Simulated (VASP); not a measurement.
# Mo (Fm-3m) in VASP: reference runs

Aim: a first look at Mo with PBE, on the cell as given and on a disturbed one.

All numbers are computed with VASP 6.6.1; they aren't measurements. Logs are shortened: lines on timing, memory, paths and dates and some standing lists are left out, and cuts for length are marked.

### 1 The structure

The structure is cubic, space group Fm-3m (No. 225). Conventional cell: a = 4.030 Å, b = 4.030 Å, c = 4.030 Å, α = 90.00°, β = 90.00°, γ = 90.00°. Around Mo (site symmetry m-3m) lie 12 Mo at 2.85 Å.

This isn't the form of Mo at room conditions, which is bcc.

### 2 Single point, PBE

Input file INCAR:

```
  ALGO = Normal
  EDIFF = 1E-7
  ENCUT = 520
  GGA = PE
  ISIF = 2
  ISMEAR = -1
  LASPH = T
  LCHARG = F
  LREAL = F
  LWAVE = F
  NBANDS = 13
  NELM = 60
  PREC = Accurate
  SIGMA = 0.05
```

Input file KPOINTS:

```
k-points
0
Gamma
  11 11 11
```

Input file POSCAR:

```
Mo
1.0
    0.0000000000      2.0150000000      2.0150000000
    2.0150000000      0.0000000000      2.0150000000
    2.0150000000      2.0150000000      0.0000000000
Mo
1
Direct
    0.0000000000      0.0000000000      0.0000000000
```

Potentials or basis: VASP PAW PBE potentials, release 64 (Mo_sv).

Run with:

```sh
$ cat potpaw_PBE.64/Mo_sv/POTCAR > POTCAR
$ mpirun -np 1 vasp_std > vasp.out
```

OUTCAR:

```text
EDIFF = 1E-7
   ENCUT = 520
   GGA = PE
   ISIF = 2
   ISMEAR = -1
   LASPH = T
   LREAL = F
   NELM = 60
   PREC = Accurate

 ion  position               nearest neighbor table
   1  0.000  0.000  0.000-

  LATTYP: Found a face centered cubic cell.
 ALAT       =     4.0300000000

  Lattice vectors:

 A1 = (   0.0000000000,   2.0150000000,   2.0150000000)
 A2 = (   2.0150000000,   0.0000000000,   2.0150000000)
 A3 = (   2.0150000000,   2.0150000000,   0.0000000000)

Analysis of symmetry for initial positions (statically):
=====================================================================
 Subroutine PRICEL returns:
 Original cell was already a primitive cell.

 Routine SETGRP: Setting up the symmetry group for a
 face centered cubic supercell.

 Subroutine GETGRP returns: Found 48 space group operations
 (whereof 48 operations were pure point group operations)
 out of a pool of 48 trial point group operations.

The static configuration has the point symmetry O_h .

Analysis of symmetry for dynamics (positions and initial velocities):
=====================================================================
 Subroutine PRICEL returns:
 Original cell was already a primitive cell.

 Routine SETGRP: Setting up the symmetry group for a
 face centered cubic supercell.

 Subroutine GETGRP returns: Found 48 space group operations
 (whereof 48 operations were pure point group operations)
 out of a pool of 48 trial point group operations.

The dynamic configuration has the point symmetry O_h .

 Subroutine INISYM returns: Found 48 space group operations
 (whereof 48 operations are pure point group operations),
 and found     1 'primitive' translations

----------------------------------------------------------------------------------------

                                     Primitive cell

  volume of cell :      16.3627

  direct lattice vectors                    reciprocal lattice vectors
     0.000000000  2.015000000  2.015000000    -0.248138958  0.248138958  0.248138958
     2.015000000  0.000000000  2.015000000     0.248138958 -0.248138958  0.248138958
     2.015000000  2.015000000  0.000000000     0.248138958  0.248138958 -0.248138958

  length of vectors
     2.849640328  2.849640328  2.849640328     0.429789282  0.429789282  0.429789282

  position of ions in fractional coordinates (direct lattice)
     0.000000000  0.000000000  0.000000000

  ion indices of the primitive-cell ions
   primitive index   ion index
                 1           1

[... 102 lines left out ...]
   NFREE  =      0    steps in history (QN), initial steepest desc. (CG)
   ISIF   =      2    stress and relaxation
   ISYM   =      2    0-nonsym 1-usesym 2-fastsym
   POTIM  = 0.5000    time-step for ionic-motion
   TEBEG  =    0.0;   TEEND  =   0.0 temperature during run
   PSTRESS=    0.0 pullay stress
   NELECT =      14.0000    total number of electrons
   NUPDOWN=      -1.0000    fix difference up-down
   EMIN   =  10.00;   EMAX   =-10.00  energy-range for DOS
   EFERMI =   0.00;   METHOD = LEGACY
   ISMEAR =    -1;   SIGMA  =   0.05  broadening in eV -4-tet -1-fermi 0-gaus
   EFERMI_NEDOS =   21; number of points for ismear=-14 and -15
   IALGO  =     38    algorithm
   IMIX   =      4    mixing-type and parameters
     AMIX     =   0.40;   BMIX     =  1.00
     AMIX_MAG =   1.60;   BMIX_MAG =  1.00
  volume/ion in A,a.u.               =      16.36       110.42
  Fermi-wavevector in a.u.,A,eV,Ry     =   1.554172  2.936960 32.864208  2.415451
  Thomas-Fermi vector in A             =   2.658297
   LORBIT       =      0    0 simple, 1 ext, 2 COOP (PROOUT), +10 PAW based schemes
   GGA     = PE    functional components
[... 5 lines left out ...]
 non-spin polarized calculation
  energy-cutoff  :      520.00
  volume of cell :       16.36
 maximum number of plane-waves:       459
 NGX is ok and might be reduce to    24
   NGX = 11   NGY = 11   NGZ = 11

 number of electron      14.0000001 magnetization

 Free energy of the ion-electron system (eV)
  ---------------------------------------------------
  ext. energy  EPLUGINS =         0.00000000
  ---------------------------------------------------
  free energy    TOTEN  =       -10.50306504 eV

  energy without entropy =      -10.48965738  energy(sigma->0) =      -10.49636121

 E-fermi :  11.4480     XC(G=0): -13.1166

 val. band max:       11.4451630618   @ k =   0.2727   0.0909   0.0000
 cond. band min:      11.5239810738   @ k =  -0.3636   0.1818   0.0000
 fundamental gap:      0.0788180120
 Fermi energy:        11.4480464194

 k-point     1 :       0.0000    0.0000    0.0000
  band No.  band energies     occupation
      1     -49.2598      2.00000
      2     -22.6458      2.00000
      3     -22.6458      2.00000
      4     -22.6458      2.00000
      5       4.7963      2.00000
      6      10.7833      2.00000
      7      10.7833      2.00000
      8      10.7833      2.00000
      9      13.3767      0.00000
     10      13.3767      0.00000
     11      24.5551      0.00000
     12      29.7048      0.00000
     13      29.7048      0.00000
[... 610 lines left out ...]
  band No.  band energies     occupation
      1     -49.0377      2.00000
      2     -23.7512      2.00000
      3     -22.9928      2.00000
      4     -22.8549      2.00000
      5       7.7271      2.00000
      6       9.7441      2.00000
      7      11.2490      1.96336
      8      11.4320      1.15878
      9      15.0586      0.00000
     10      17.3395      0.00000
     11      22.1040      0.00000
     12      25.9640      0.00000
     13      28.9998      0.00000

 [... further k-points ...]

------------------------ aborting loop because EDIFF is reached ----------------------------------------

  FORCE on cell =-STRESS in cart. coord.  units (eV):
  Direction    XX          YY          ZZ          XY          YZ          ZX
  --------------------------------------------------------------------------------------
  -------------------------------------------------------------------------------------
  Total       -0.4055185     -0.4055185     -0.4055185      0.0000000      0.0000000     -0.0000000
  in kB      -39.7069161    -39.7069161    -39.7069161      0.0000000      0.0000000     -0.0000000
  external PRESSURE =     -39.7069161 kB  Pullay stress =       0.0000000 kB

 VOLUME and BASIS-vectors are now :
 -----------------------------------------------------------------------------
  energy-cutoff  :      520.00
  volume of cell :       16.36
      direct lattice vectors                 reciprocal lattice vectors
     0.000000000  2.015000000  2.015000000    -0.248138958  0.248138958  0.248138958
     2.015000000  0.000000000  2.015000000     0.248138958 -0.248138958  0.248138958
     2.015000000  2.015000000  0.000000000     0.248138958  0.248138958 -0.248138958

 POSITION                                       TOTAL-FORCE (eV/Angst)
 -----------------------------------------------------------------------------------
      0.00000      0.00000      0.00000        -0.000000      0.000000     -0.000000
 -----------------------------------------------------------------------------------
    total drift:                                0.000000      0.000000      0.000000

  FREE ENERGIE OF THE ION-ELECTRON SYSTEM (eV)
  ---------------------------------------------------
  free  energy   TOTEN  =       -10.5030650390 eV

  energy  without entropy=      -10.4896573836  energy(sigma->0) =      -10.49636121
```

OSZICAR:

```text
N       E                     dE             d eps       ncg     rms          rms(c)
DAV:   1     0.923692827525E+02    0.92369E+02   -0.79226E+03  1461   0.110E+03
DAV:   2    -0.100087054648E+02   -0.10238E+03   -0.99106E+02  1686   0.310E+02
DAV:   3    -0.111349073739E+02   -0.11262E+01   -0.11229E+01  1621   0.325E+01
DAV:   4    -0.111376844906E+02   -0.27771E-02   -0.27771E-02  1656   0.190E+00
DAV:   5    -0.111377026819E+02   -0.18191E-04   -0.18190E-04  1631   0.139E-01    0.127E+01
DAV:   6    -0.105761197878E+02    0.56158E+00   -0.73885E-01  1496   0.103E+01    0.330E+00
DAV:   7    -0.105066223502E+02    0.69497E-01   -0.12972E-01  1616   0.404E+00    0.843E-01
DAV:   8    -0.105030226723E+02    0.35997E-02   -0.40123E-03  1491   0.798E-01    0.147E-01
DAV:   9    -0.105030530823E+02   -0.30410E-04   -0.12122E-04  1694   0.133E-01    0.608E-02
DAV:  10    -0.105030648944E+02   -0.11812E-04   -0.12181E-05  1541   0.395E-02    0.624E-03
DAV:  11    -0.105030652093E+02   -0.31488E-06   -0.14527E-07  1420   0.371E-03    0.993E-04
DAV:  12    -0.105030650373E+02    0.17197E-06   -0.10905E-08   823   0.120E-03    0.996E-05
DAV:  13    -0.105030650390E+02   -0.16109E-08   -0.68190E-10   748   0.325E-04
   1 F= -.10503065E+02 E0= -.10496361E+02  d E =-.134077E-01
```

stdout:

```text
POSCAR found type information on POSCAR Mo
 POSCAR found :  1 types and       1 ions
 scaLAPACK will be used
 LDA part: xc-table for (Slater+PW92), standard interpolation
 POSCAR, INCAR and KPOINTS ok, starting setup
 FFT: planning ... GRIDC
 FFT: planning ... GRID_SOFT
 FFT: planning ... GRID
 WAVECAR not read
 entering main loop
```

Run time: 6 s. Hardware: 1 thread of Intel Xeon Platinum 8559C (Emerald Rapids), shared host; peak memory 0.14 GiB.

Results:

```
Free energy            : -10.5031 eV
Pressure               : -4.0 GPa
Band gap on the k mesh : none (metal or under the smearing width)
```

Levels at points of the mesh, in eV from the Fermi level:
```csv
k point,band 4,band 5,band 6,band 7,band 8,band 9,band 10,band 11
"(0.00, 0.00, 0.00)",-34.09,-6.65,-0.66,-0.66,-0.66,1.93,1.93,13.11
```

(Part 1 of 2 ends here.)
